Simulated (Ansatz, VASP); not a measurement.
**AlN in VASP and in Ansatz**

Contents of INCAR:

```
SYSTEM = AlN
ALGO = Normal
EDIFF = 1E-6
ENCUT = 520
GGA = PE
ISIF = 2
ISMEAR = 0
LASPH = .TRUE.
LCHARG = .FALSE.
LREAL = .FALSE.
LWAVE = .FALSE.
NBANDS = 16
NELM = 80
PREC = Accurate
SIGMA = 0.05
```

KPOINTS

```
k-points
0
G
  9 9 6
  0 0 0
```

File POSCAR:

```
AlN
1.0
    3.4105953390      0.0000000000      0.0000000000
   -1.7052976695      2.9536622056      0.0000000000
    0.0000000000      0.0000000000      4.4269527501
Al N
2 2
Direct
    0.3333333333      0.6666666667      0.7500000000
    0.6666666667      0.3333333333      0.2500000000
    0.3333333333      0.6666666667      0.2500000000
    0.6666666667      0.3333333333      0.7500000000
```

Input for Ansatz:

```yaml
crystal:
  lattice:
    - [3.410595339, 0.0, 0.0]
    - [-1.7052976695, 2.9536622056, 0.0]
    - [0.0, 0.0, 4.4269527501]
  atoms:
    - { symbol: Al, position: [0.3333333333, 0.6666666667, 0.75] }
    - { symbol: Al, position: [0.6666666667, 0.3333333333, 0.25] }
    - { symbol: "N", position: [0.3333333333, 0.6666666667, 0.25] }
    - { symbol: "N", position: [0.6666666667, 0.3333333333, 0.75] }
basis:
  ecutwfc: 520.0
kpoints:
  mp_grid: { grid: [9, 9, 6] }
hamiltonian:
  xc: pbe
  pseudopotentials: { kind: paw, azcp: { folder: soft_1 } }
scf:
  occupations: { method: gaussian, width: 0.05 }
output:
  forces: true
  stress: true
  eigenvalues: true
```

Alike in both runs: task single point; functional PBE; k mesh 9 × 9 × 6; occupations gaussian, width 0.05 eV; no spin polarisation.

|  | VASP | Ansatz |
| --- | --- | --- |
| version | VASP 6.6.1 | Ansatz 0.2.0 |
| potentials or method | VASP PAW PBE potentials, release 64 (Al, N) | scalar-relativistic, plane waves, PAW |
| plane-wave cutoff (eV) | 520 | 520 |
| valence electrons in the cell | 16 | 16 |

Ansatz gave:

```
gap on the k mesh at the Fermi level (eV)       : 2.31
least direct gap on the mesh (eV)               : 2.31
pressure (GPa)                                  : -18.0
largest component of the traceless stress (GPa) : 1.40
```

Which values does VASP return?

gap on the k mesh at the Fermi level (eV): 2.32; least direct gap on the mesh (eV): 2.32; pressure (GPa): -18.1; largest component of the traceless stress (GPa): 1.47.

With one functional, cell and mesh, what is left measures potentials, basis and numerics.

Caveats: so large a pressure means that the cell lies far from this level's equilibrium, or that cutoff or potentials fall short (VASP).
